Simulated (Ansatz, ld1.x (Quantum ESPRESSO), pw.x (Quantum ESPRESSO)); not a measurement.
## Cs (Z = 55): does the PAW potential hold in the solid?

| Property | Result |
| --- | --- |
| Element | Cs (Z = 55) |
| Generator | ld1.x (Quantum ESPRESSO) 7.5 |
| Type | PAW |
| Functional | PBE |
| Relativity | scalar-relativistic |
| Frozen core | [Kr] 4d10 |
| Valence charge | 9 |
| Reference configuration | 5s2 5p6 5d0.5 6s0.5 6p0 |
| Partial waves | 5s (bound): rcut 2.25, rcutus 2.30 bohr; 6s (bound): rcut 2.25, rcutus 2.30 bohr; 5p (bound): rcut 3.75, rcutus 4.05 bohr; 6p (bound, empty): rcut 3.75, rcutus 4.05 bohr; 5d (bound): rcut 3.45, rcutus 4.50 bohr; 5d channel at 1.05 Ry: rcut 3.45, rcutus 4.50 bohr |
| Local potential | all-electron potential smoothed inside 4.00 bohr (lloc = -1) |
| Core correction | Bessel-smoothed model core, default radius (core density twice the valence density) |
| Augmentation charge | BESSEL, radius 2.00 bohr |

Atomic tests: cutoffs needed: 8 Ry and 10 Ry (the cutoffs (Ry, on a coarse ladder) from which the occupation-weighted sum of valence levels, in a spherical-Bessel basis at the reference potential, stays within 10 and 1 mRy of its value at 400 Ry); ghost test: no extra level below or beside the all-electron valence levels (s, p, d, f tested) (spherical-Bessel basis up to 400 Ry, 20 bohr box); configuration tests: test run stopped at test 4 of 7 (negative rho).

Crystal test: fcc Cs in pw.x 7.5, no spin, 8³ k-points, Fermi–Dirac smearing 0.01 Ry, cutoffs 40/320 Ry. The reference is all-electron LAPW (Ansatz 0.2.0) with the same functional, mesh and smearing; V0 and B0 come from Birch–Murnaghan fits to the pressures at five volumes. Errors are pseudo minus all-electron; Δ is the rms difference of the E(V) curves that follow from these fits, minima aligned, over ±6 % about the mean V0. Mesh and smearing are coarse, so the numbers serve the comparison and aren't converged zero-temperature values; the lattice is a test structure that the element need not adopt.

All-electron: a0 = 7.776 Å (V0 = 117.54 Å³/atom), B0 = 1.9 GPa.

Question: How far does the potential miss the all-electron equation of state?

Answer: mean pressure error (GPa): +0.01; a0 (Å): 7.790; a0 error (%): +0.18; B0 error (%): -0.4; Δ (meV/atom): 0.3. Atomic configuration tests: test run stopped at test 4 of 7 (negative rho).

```
V (Å³/atom)  P all-electron (GPa)  P pseudo (GPa)
    111.667                  0.11            0.12
    114.605                  0.05            0.06
    117.544                 -0.00            0.01
    120.483                 -0.04           -0.03
    123.421                 -0.08           -0.07
```

Question: At the middle volume, how do free energy and pressure move when the wave cutoff is lowered (ecutrho held at 320 Ry)?

Answer:

```csv
cutoff (Ry),shift of F (meV/atom),shift of P (GPa)
18,+1.3,-0.00
24,+0.4,-0.00
32,+0.2,+0.00
```

The run at the middle volume (29 k-points, 24 iterations) took about 48 s on one core of a shared host (Intel(R) Xeon(R) 6975P-C, 192 threads, 756 GiB, load 65).
